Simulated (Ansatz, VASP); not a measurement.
**AlN: VASP beside Ansatz**

Aim: how closely do two programs agree when they are given the same cell, functional and k mesh? The cell is taken from a series of VASP runs on this material, whose earlier steps may have relaxed, scaled or displaced it; both programs get it as it stands.

Program: Ansatz 0.2.0. Level of theory: plane waves, with VASP 6.6.1 beside it; band structure at r2SCAN with rVV10 and single point at r2SCAN with rVV10. Results are calculated unless marked as measured.

## (1) The structure

It takes space group F-43m (No. 216, cubic). Conventional cell: a = 4.363 Å, b = 4.363 Å, c = 4.363 Å, α = 90.00°, β = 90.00°, γ = 90.00°. Al has 4 N at 1.89 Å nearest. Nearest to N lie 4 Al at 1.89 Å. Farther neighbours and most contacts between anions are not listed.

## (2) VASP: band structure, r2SCAN with rVV10

Levels along a path test the potential and the projectors away from the mesh points.

Lines of VASP's logs that name or quote its potential files are left out, and so is its time.

INCAR

```
SYSTEM = AlN
PREC = Accurate
ENCUT = 520
EDIFF = 1E-06
NELM = 100
ISMEAR = 0
SIGMA = 0.05
LREAL = .FALSE.
ALGO = Normal
METAGGA = R2SCAN
LUSE_VDW = .TRUE.
IVDW_NL = 2
BPARAM = 11.95
CPARAM = 0.0093
LASPH = .TRUE.
NBANDS = 16
LORBIT = 11
LWAVE = .FALSE.
LCHARG = .FALSE.
KPAR = 2
```

POSCAR

```
AlN
1.0
    0.0000000000      2.1814649711      2.1814649711
    2.1814649711      0.0000000000      2.1814649711
    2.1814649711      2.1814649711      0.0000000000
Al N
1 1
Direct
    0.0000000000      0.0000000000      0.0000000000
    0.7500000000      0.7500000000      0.7500000000
```

KPOINTS

```
Automatic mesh
0
Gamma
10 10 10
0 0 0
```

KPOINTS_OPT

```
Line mode
16
Line-mode
Reciprocal
  0.00000000   0.00000000   0.00000000 GAMMA
  0.50000000   0.00000000   0.50000000 X

  0.50000000   0.00000000   0.50000000 X
  0.50000000   0.25000000   0.75000000 W

  0.50000000   0.25000000   0.75000000 W
  0.37500000   0.37500000   0.75000000 K

  0.37500000   0.37500000   0.75000000 K
  0.00000000   0.00000000   0.00000000 GAMMA

  0.00000000   0.00000000   0.00000000 GAMMA
  0.50000000   0.50000000   0.50000000 L

  0.50000000   0.50000000   0.50000000 L
  0.62500000   0.25000000   0.62500000 U

  0.62500000   0.25000000   0.62500000 U
  0.50000000   0.25000000   0.75000000 W

  0.50000000   0.25000000   0.75000000 W
  0.50000000   0.50000000   0.50000000 L

  0.50000000   0.50000000   0.50000000 L
  0.37500000   0.37500000   0.75000000 K

  0.62500000   0.25000000   0.62500000 U
  0.50000000   0.00000000   0.50000000 X
```

Potentials, in the order of the species: Al and N (PBE family, release 64).

On the command line:

```console
> mpirun -np 2 vasp_std
```

Numbers of over 12 decimals in the logs are rounded to 6 here.

The log of the run:

```text
[banner, memory and clock lines left out]
running    2 mpi-ranks, on    1 nodes
 distrk:  each k-point on    1 cores,    2 groups
 distr:  one band on    1 cores,    1 groups

 POSCAR found type information on POSCAR AlN
 POSCAR found :  2 types and       2 ions
|                                                                             |
|               ----> ADVICE to this user running VASP <----                  |
|                                                                             |
|     You have switched on vdW-DFT.                                           |
|     This routine was written and supplied by Jiri Klimes. We recommend      |
|     that you carefully read and cite the following publications:            |
|       J. Klimes, D.R. Bowler, A. Michelides                                 |
|          J. Phys.: Cond Matt. 22 022201 (2010)                              |
|       J. Klimes, D.R. Bowler, A. Michelides                                 |
|          Phys. Rev. B. 83, 195131 (2011)                                    |
|     and references therein.                                                 |
|                                                                             |

|                                                                             |
|               ----> ADVICE to this user running VASP <----                  |
|                                                                             |
|     You enforced a specific xc type in the INCAR file but a different       |
|     [... a line on the potential file left out ...]
|     I HOPE YOU KNOW WHAT YOU ARE DOING!                                     |
|                                                                             |

 LDA part: xc-table for (None), standard interpolation
 POSCAR, INCAR and KPOINTS ok, starting setup
 FFT: planning ... GRIDC
 FFT: planning ... GRID_SOFT
 FFT: planning ... GRID
 WAVECAR not read
 entering main loop
       N       E                     dE             d eps       ncg     rms          rms(c)
Total rVV10 correction in eV:      0.1451662    10.1915993
Total rVV10 correction in eV:      0.1451662    10.1915993
DAV:   1     0.681041747150E+01    0.68104E+01   -0.37142E+03  1504   0.428E+02
DAV:   2    -0.225008324115E+02   -0.29311E+02   -0.28267E+02  2056   0.119E+02
DAV:   3    -0.233078673884E+02   -0.80703E+00   -0.80642E+00  1936   0.173E+01
DAV:   4    -0.233125353232E+02   -0.46679E-02   -0.46678E-02  2032   0.143E+00
DAV:   5    -0.233125910785E+02   -0.55755E-04   -0.55755E-04  1912   0.145E-01    0.886E+00
Total rVV10 correction in eV:      0.1685310    10.1915993
Total rVV10 correction in eV:      0.1685310    10.1915993
DAV:   6    -0.188617988595E+02    0.44508E+01   -0.68329E+00  1856   0.101E+01    0.355E+00
Total rVV10 correction in eV:      0.1757699    10.1915993
Total rVV10 correction in eV:      0.1757699    10.1915993
DAV:   7    -0.189781823569E+02   -0.11638E+00   -0.41366E-01  1720   0.353E+00    0.244E+00
Total rVV10 correction in eV:      0.1875984    10.1915993
Total rVV10 correction in eV:      0.1875984    10.1915993
DAV:   8    -0.189972449735E+02   -0.19063E-01   -0.58377E-02  1768   0.145E+00    0.957E-01
Total rVV10 correction in eV:      0.1855946    10.1915993
Total rVV10 correction in eV:      0.1855946    10.1915993
DAV:   9    -0.189934729281E+02    0.37720E-02   -0.11926E-02  2008   0.524E-01    0.203E-01
Total rVV10 correction in eV:      0.1855438    10.1915993
Total rVV10 correction in eV:      0.1855438    10.1915993
DAV:  10    -0.189936216524E+02   -0.14872E-03   -0.72202E-04  1784   0.157E-01    0.186E-02
Total rVV10 correction in eV:      0.1855866    10.1915993
Total rVV10 correction in eV:      0.1855866    10.1915993
DAV:  11    -0.189936316090E+02   -0.99566E-05   -0.70649E-06  2192   0.182E-02    0.153E-02
Total rVV10 correction in eV:      0.1856133    10.1915993
Total rVV10 correction in eV:      0.1856133    10.1915993
DAV:  12    -0.189936306629E+02    0.94607E-06   -0.12036E-06  1464   0.589E-03
Total rVV10 correction in eV:      0.1856216    10.1915993
Total rVV10 correction in eV:      0.1856216    10.1915993
Total rVV10 correction in eV:      0.1856311    10.1915993
Total rVV10 correction in eV:      0.1856311    10.1915993
   1 F= -.18993631E+02 E0= -.18993631E+02  d E =-.657919E-14
 Start KPOINTS_OPT (optional k-point list driver)
k-point batch [1-47\160]
       N       E                     dE             ncg
DAV:   1     0.131718655637E+04   -0.13537E+05     1504
DAV:   2     0.164640259122E+03   -0.11525E+04     2128
DAV:   3     0.136038810922E+03   -0.28601E+02     1888
DAV:   4     0.135828831687E+03   -0.20998E+00     2000
DAV:   5     0.135825731151E+03   -0.31005E-02     1960
DAV:   6     0.135825678034E+03   -0.53117E-04     1968
DAV:   7     0.135825677149E+03   -0.88526E-06     1808
[...]
k-point batch [142-160\160]
       N       E                     dE             ncg
DAV:   1     0.101857317932E+05   -0.65139E+04      616
DAV:   2     0.971933661270E+04   -0.46640E+03      872
DAV:   3     0.970820721967E+04   -0.11129E+02      808
DAV:   4     0.970812380688E+04   -0.83413E-01      768
DAV:   5     0.970812260630E+04   -0.12006E-02      856
DAV:   6     0.970812258680E+04   -0.19500E-04      728
DAV:   7     0.970812258647E+04   -0.33687E-06      808
```

OUTCAR, selected parts (step 2):

```text
ion  position               nearest neighbor table
   1  0.000  0.000  0.000-   2 1.89   2 1.89   2 1.89   2 1.89
   2  0.750  0.750  0.750-   1 1.89   1 1.89   1 1.89   1 1.89

  LATTYP: Found a face centered cubic cell.
 ALAT       =     4.3629299422

 Subroutine GETGRP returns: Found 24 space group operations
 (whereof 24 operations were pure point group operations)

The static configuration has the point symmetry T_d .

 Found     47 irreducible k-points:

   k-points           NKPTS =     47   k-points in BZ     NKDIM =     47   number of bands    NBANDS=     16

   dimension x,y,z NGX =    24 NGY =   24 NGZ =   24
   dimension x,y,z NGXF=    48 NGYF=   48 NGZF=   48

   ENCUT  =  520.0 eV  38.22 Ry    6.18 a.u.   5.74  5.74  5.74*2*pi/ulx,y,z

   NELECT =       8.0000    total number of electrons

 k-points in reciprocal lattice and weights: Automatic mesh
   0.00000000  0.00000000  0.00000000       0.001
   0.10000000  0.00000000  0.00000000       0.008
   0.20000000  0.00000000  0.00000000       0.008
   0.30000000  0.00000000  0.00000000       0.008
   0.40000000  0.00000000  0.00000000       0.008
   0.50000000  0.00000000  0.00000000       0.004
   0.10000000  0.10000000  0.00000000       0.006
   0.20000000  0.10000000  0.00000000       0.024
   0.30000000  0.10000000  0.00000000       0.024
[...]
-0.30000000  0.40000000  0.20000000       0.024
  -0.30000000  0.50000000  0.20000000       0.012

 average (electrostatic) potential at core
       1 -74.4411       2 -62.7503

 E-fermi :   5.9606

 k-point     1 :       0.0000    0.0000    0.0000
  band No.  band energies     occupation
      1     -10.0511      2.00000
      2       5.7187      2.00000
      3       5.7187      2.00000
      4       5.7187      2.00000
      5      10.6050      0.00000
      6      19.2529      0.00000
      7      19.2529      0.00000
      8      19.2529      0.00000
      9      24.2649      0.00000
    ...

 k-point     2 :       0.1000    0.0000    0.0000
  band No.  band energies     occupation
      1      -9.9035      2.00000
      2       4.9133      2.00000
      3       5.6666      2.00000
      4       5.6666      2.00000
      5      11.2664      0.00000
      6      18.8718      0.00000
      7      19.3938      0.00000
      8      19.3938      0.00000
      9      23.0259      0.00000
    ...

 k-point     3 :       0.2000    0.0000    0.0000
  band No.  band energies     occupation
      1      -9.4849      2.00000
      2       3.2814      2.00000
      3       5.5362      2.00000
      4       5.5362      2.00000
      5      12.4344      0.00000
      6      18.0761      0.00000
      7      19.2797      0.00000
      8      19.2797      0.00000
      9      22.5339      0.00000
    ...

  Total       -0.0125692     -0.0125692     -0.0125692     -0.0000000     -0.0000000     -0.0000000
  in kB       -0.9699361     -0.9699361     -0.9699361     -0.0000000     -0.0000000     -0.0000000
  external PRESSURE =      -0.9699361 kB  Pullay stress =       0.0000000 kB

  energy-cutoff  :      520.00
  volume of cell :       20.76
      direct lattice vectors                 reciprocal lattice vectors
     0.000000000  2.181464971  2.181464971    -0.229203772  0.229203772  0.229203772
     2.181464971  0.000000000  2.181464971     0.229203772 -0.229203772  0.229203772
     2.181464971  2.181464971  0.000000000     0.229203772  0.229203772 -0.229203772

 POSITION                                       TOTAL-FORCE (eV/Angst)
 -----------------------------------------------------------------------------------
      0.00000      0.00000      0.00000         0.000000      0.000000      0.000000
      3.27220      3.27220      3.27220        -0.000000     -0.000000     -0.000000
 -----------------------------------------------------------------------------------
    total drift:                                0.000001      0.000001      0.000001

  FREE ENERGIE OF THE ION-ELECTRON SYSTEM (eV)
  ---------------------------------------------------
  free  energy   TOTEN  =       -18.9936306629 eV

  energy  without entropy=      -18.9936306629  energy(sigma->0) =      -18.99363066

 total charge
# of ion       s       p       d       tot
------------------------------------------
    1        0.370   0.457   0.000   0.827
    2        1.231   2.667   0.000   3.898
--------------------------------------------------
tot          1.601   3.124   0.000   4.724

[... 3 further parts left out ...]
```

The run ends at a pressure of -0.10 GPa.

## (3) Ansatz: band structure, r2SCAN with rVV10

Ansatz runs on its default PAW (the set named soft_2) files.

The same cell, functional, mesh and smearing now go to Ansatz, which takes its cutoff from its data sets.

input.yaml

```yaml
crystal:
  lattice:
    - [0.0, 2.1814649711, 2.1814649711]
    - [2.1814649711, 0.0, 2.1814649711]
    - [2.1814649711, 2.1814649711, 0.0]
  atoms:
    - { symbol: Al, position: [0.0, 0.0, 0.0] }
    - { symbol: "N", position: [0.75, 0.75, 0.75] }
hamiltonian:
  xc: r2scan
  pseudopotentials: { kind: paw }
  dispersion: rvv10
kpoints:
  mp_grid: { grid: [10, 10, 10] }
  band_path:
    path:
      - [0.0, 0.0, 0.0]
      - [0.16667, 0.0, 0.16667]
      - [0.33333, 0.0, 0.33333]
      - [0.5, 0.0, 0.5]
      - [0.5, 0.08333, 0.58333]
      - [0.5, 0.18333, 0.68333]
      - [0.5, 0.25, 0.75]
      - [0.45, 0.3, 0.75]
      - [0.40833, 0.34167, 0.75]
      - [0.35, 0.35, 0.7]
      - [0.225, 0.225, 0.45]
      - [0.075, 0.075, 0.15]
      - [0.025, 0.025, 0.05]
      - [0.03333, 0.03333, 0.03333]
      - [0.23333, 0.23333, 0.23333]
      - [0.4, 0.4, 0.4]
      - [0.51667, 0.46667, 0.51667]
      - [0.55833, 0.38333, 0.55833]
      - [0.60833, 0.28333, 0.60833]
      - [0.60833, 0.25, 0.64167]
      - [0.55833, 0.25, 0.69167]
      - [0.51667, 0.25, 0.73333]
      - [0.5, 0.3, 0.7]
      - [0.5, 0.38333, 0.61667]
      - [0.5, 0.48333, 0.51667]
      - [0.475, 0.475, 0.55]
      - [0.425, 0.425, 0.65]
      - [0.38333, 0.38333, 0.73333]
      - [0.59167, 0.18333, 0.59167]
      - [0.55, 0.1, 0.55]
      - [0.5, 0.0, 0.5]
    npoints: 1
scf:
  occupations: { method: gaussian, width: 0.05 }
  n_extra_bands: 7
output:
  forces: true
  stress: true
  eigenvalues: true
  write_density: true
  write_potential: true
  elf: true
  volumetric_format: npy
```

On the command line:

```console
> ansatz run input.yaml --threads 2 --pin off --max-ram 4608MiB --backend cpu --events-out ev --progress --plain --runs-dir out
```

The log of the run:

```text
scf.n_extra_bands = 7 over 4 filled bands (N_el = 8.0): the run solves 11 bands
Engine: ansatz 0.2.0, aarch64-unknown-linux-gnu
Pseudopotentials: kind: paw
Pseudopotential: Al, paw, valence charge 3, recommended cutoff 500 eV (meta_gga), Al.paw.azcp
Pseudopotential: N, paw, valence charge 5, recommended cutoff 500 eV (meta_gga), N.paw.azcp
Functional definition: r2SCAN+rVV10
  parameter k0 = 0.174
  parameter k1 = 0.065
  parameter a1 = 4.9479
  exchange = r2scan_x(k0 = k0, k1 = k1, a1 = a1)
  correlation = r2scan_c + rvv10(11.95, 0.0093)
Crystal: 2 atoms, lattice volume = 20.762 Å³
Basis set: ecut = 500 eV, 531 PW (Γ), exchange–correlation on 108×108×108 points (64 copies of the dense FFT grid, shifted against one another)
Bands: 11, of which v1, the nominal top of the filled ones, is band 4 counted from 1 (3 counted from 0)
Symmetry: 24 space group operations
Space group: F-43m (ITA 216), of the structure as read, at distance tolerance 2.7e-5 Å
k-points: 47 of 1000 (time reversal used)
Non-local potential: Al, projectors of the file, l = 0: 2, l = 1: 2, l = 2: 1
Non-local potential: N, projectors of the file, l = 0: 2, l = 1: 2, l = 2: 1
PAW form: soft (Blöchl's): semilocal exchange-correlation on the pseudo side does not see the compensation charge
rVV10 density: all electrons in the spheres
PAW frozen core: Al, regenerated for the run's functional (the file was generated under x = pbe(κ = 0.804, μ = 0.219515), c = pbe(β = 0.066725))
PAW frozen core: N, regenerated for the run's functional (the file was generated under x = pbe(κ = 0.804, μ = 0.219515), c = pbe(β = 0.066725))
PAW one-centre angular grid: Al, 302 points (default); XC on 160 Gauss nodes
PAW one-centre angular grid: N, 302 points (default); XC on 160 Gauss nodes
Initial density: superposition of atomic densities (neutral atoms: chi_scale 0, normalization atom), corrected by the library's trained network
Initial wavefunctions: pseudopotential atomic-orbital guess
Functional: x = r2scan, c = r2scan + rvv10(b = 11.95, C = 0.0093); τ floored in thin density (d = 2e-4 eV/Å³)
SCF iter   1: F=—  HF=-927.736715 eV  |F-HF|=—  |Δ(HF+E_count)|=         —  Δρ=6.01e-3  dr2=6.90e-3  dr2_τ=1.53e-1  ethr=1.77e-3  ⟨swp⟩=5.1  Hψ=3230  notcnv=0  defer=11
preconditioner: auto → none  [insulator: Δε(μ)=3.908 eV  Ē_g=20.474 eV  σ=0.050 eV  W_gap=1.00  n_scr=0 (ndim 8)  ℏωp=23.0 eV  f_vac=0.000  D(μ)=0.00/eV (n_scr^D=0)  ε∞_Penn≈2.3]
SCF iter   2: F=—  HF=-927.808188 eV  |F-HF|=—  |Δ(HF+E_count)|=   7.15e-2  Δρ=4.29e-3  dr2=1.89e-3  dr2_τ=9.32e-5  ethr=8.63e-5  ⟨swp⟩=2.1  Hψ=1317  notcnv=0  defer=99
SCF iter   3: F=—  HF=-927.807853 eV  |F-HF|=—  |Δ(HF+E_count)|=   3.34e-4  Δρ=3.23e-4  dr2=1.46e-5  dr2_τ=2.36e-5  ethr=2.37e-5  ⟨swp⟩=3.0  Hψ=751  notcnv=0  defer=99
SCF iter   4: F=—  HF=-927.807863 eV  |F-HF|=—  |Δ(HF+E_count)|=   9.91e-6  Δρ=1.74e-4  dr2=6.53e-6  dr2_τ=3.04e-7  ethr=1.83e-7  ⟨swp⟩=2.0  Hψ=603  notcnv=0  defer=99
SCF iter   5: F=—  HF=-927.807862 eV  |F-HF|=—  |Δ(HF+E_count)|=   9.68e-7  Δρ=4.03e-5  dr2=3.90e-7  dr2_τ=7.25e-8  ethr=8.16e-8  ⟨swp⟩=2.6  Hψ=591  notcnv=0  defer=99
SCF iter   6: F=—  HF=-927.807862 eV  |F-HF|=—  |Δ(HF+E_count)|=  1.14e-10  Δρ=2.39e-5  dr2=1.39e-7  dr2_τ=2.30e-9  ethr=1.25e-9  ⟨swp⟩=10.5  Hψ=3074  notcnv=0
SCF iter   7: F=-927.807862 eV  HF=-927.807862 eV  |F-HF|=1.08e-8  |Δ(HF+E_count)|=   1.41e-8  Δρ=9.17e-6  dr2=2.04e-8  dr2_τ=4.39e-10  ethr=1.25e-9  ⟨swp⟩=6.1  Hψ=1650  notcnv=0
SCF 1 converged in 7 iterations: F = -927.807862 eV  dr2 = 2.04e-8
  greatest PAW one-centre occupation: 0.794 electrons in one spin orbital (limit 2), on the N atom at site 1 (counted from 0), in its partial waves of l = 0
NSCF: frozen V_eff on 31 k-points
SCF converged after 7 iterations
Free energy (F): -927.807862 eV
Harris-Foulkes:  -927.807862 eV  (|F-HF|=1.08e-8)
Internal energy: -927.807862 eV  (E = F + TS)
E sigma→0 (E₀):  -927.807862 eV
Fermi energy:    8.682699 eV
--- Per-component energies (eV) ---
  E_band       = 11.615589
  E_kinetic    = 160.530953
  E_local      = -222.829955  (includes V_loc(G=0)·N_el)
  E_nonlocal   = 54.338166
  E_hartree    = 77.897553
  E_xc         = -98.224663
  E_vxc        = -119.071008  (∫ρ·V_xc dr)
  E_paw        = -602.482901  (= ΣΔE_a)
  E_vpaw       = -23.535759  (= ΣTr[D̂ρ^β])
  E_aug_tail   = 0.000013  (compensation charges beyond the density's cutoff)
  E_vtau       = 6.390362  (kinetic-family band-sum trace: ∫τ·v_τ [+ j·A + Jᵃ·Aᵃ] dr)
  E_ewald      = -296.947355
  E_core_change = -0.089673  (= ΣΔE_core)
  E_smearing   = -0.000000  (= −TS)
  E_closure    = -0.000000  (closes the sum)
  Σ components = -927.807862   (vs F -927.807862, Δ=0.00e0)
--- Forces (eV/Å), atoms counted from 1 ---
  atom   1  Al    -0.00000000     0.00000000     0.00000000
  atom   2  N      0.00000000    -0.00000000     0.00000000
  max |Σ_I F_I| component: 2.59e-16 eV/Å
--- Stress (GPa, compression-positive) ---
        0.263607       0.000000       0.000000
        0.000000       0.263607       0.000000
       -0.000000       0.000000       0.263607
  P = ⅓ Tr σ = 0.2636 GPa (2.636 kbar)
--- Band table (eV; the first three rows and the last of 47) ---
  k-point 0: bands = [-9.0389, 6.7319, 6.7319, 6.7319, 11.5807, 20.2791, 20.2791, 20.2791, ... 3 higher]
  k-point 1: bands = [-8.8918, 5.9246, 6.6795, 6.6795, 12.2456, 19.8957, 20.4190, 20.4190, ... 3 higher]
  k-point 2: bands = [-8.4745, 4.2919, 6.5486, 6.5486, 13.4188, 19.0946, 20.3013, 20.3013, ... 3 higher]
  k-point 46: bands = [-6.3396, 2.6135, 3.5821, 4.1011, 13.0859, 18.5154, 20.0394, 20.5053, ... 3 higher]
```

Run time: 5.5 s. Hardware: 2 threads of Arm Neoverse N1, shared host; peak memory 0.36 GiB; 10 s of CPU time.

Reading the cycles: dr2 is the Hartree energy of the density residual (eV), the measure of convergence; HF is the Harris–Foulkes estimate of the energy, which meets the free energy F at convergence.

## (4) Side by side

Known differences besides the potentials themselves: VASP keeps PBE cores, Ansatz makes them for the functional; the cutoff is 500 eV in Ansatz and 520 eV in VASP. Total energies have different zeros and are not compared.

Compared:

| quantity | Ansatz | VASP | difference |
| --- | --- | --- | --- |
| pressure (GPa) | 0.26 | -0.10 | +0.36 |
| gap over the path points (eV) | 3.901 | 3.894 | +0.008 |

Levels at points of the path, from each program's valence-band top (eV; 3 filled, then empty):

| k (reciprocal lattice) | Ansatz | VASP |
| --- | --- | --- |
| 0.000 0.000 0.000 | 0.00 0.00 0.00 4.85 13.55 | 0.00 0.00 0.00 4.89 13.54 |
| 0.167 0.000 0.167 | -1.73 -0.53 -0.53 6.58 12.14 | -1.73 -0.53 -0.53 6.61 12.13 |
| 0.333 0.000 0.333 | -3.95 -1.43 -1.43 5.45 10.26 | -3.95 -1.43 -1.43 5.44 10.25 |
| 0.500 0.000 0.500 | -4.97 -1.82 -1.82 3.90 9.47 | -4.97 -1.81 -1.81 3.89 9.46 |
| 0.500 0.083 0.583 | -4.82 -2.12 -2.08 4.52 9.98 | -4.82 -2.11 -2.07 4.51 9.97 |
| 0.500 0.183 0.683 | -4.25 -2.99 -2.58 6.12 11.51 | -4.25 -2.99 -2.58 6.12 11.51 |
| 0.500 0.250 0.750 | -3.79 -3.52 -2.70 6.69 12.33 | -3.79 -3.52 -2.70 6.69 12.34 |
| 0.450 0.300 0.750 | -4.08 -3.53 -2.20 6.41 11.60 | -4.08 -3.53 -2.20 6.41 11.60 |
| 0.408 0.342 0.750 | -4.25 -3.64 -1.59 5.96 11.12 | -4.26 -3.64 -1.59 5.96 11.13 |
| 0.350 0.350 0.700 | -4.17 -3.91 -1.24 6.36 11.12 | -4.17 -3.91 -1.24 6.35 11.13 |

Among the levels compared at these points, filled levels agree within 5 meV and empty ones within 38 meV.

(Continued in part 2 of 2.)

[Lines on the potential files, build, host, timing and source positions are cut from VASP's logs without a mark.]

[Logs are printed without paths, hosts, clocks, repeated set-up lines and the standing remarks that a program may print on its own settings, such as how far it seeks lower states.]

[Hosts, paths, dates, database ids (printed as entryN), source tags and the programs' standing remarks are cut or masked in the printed files.]
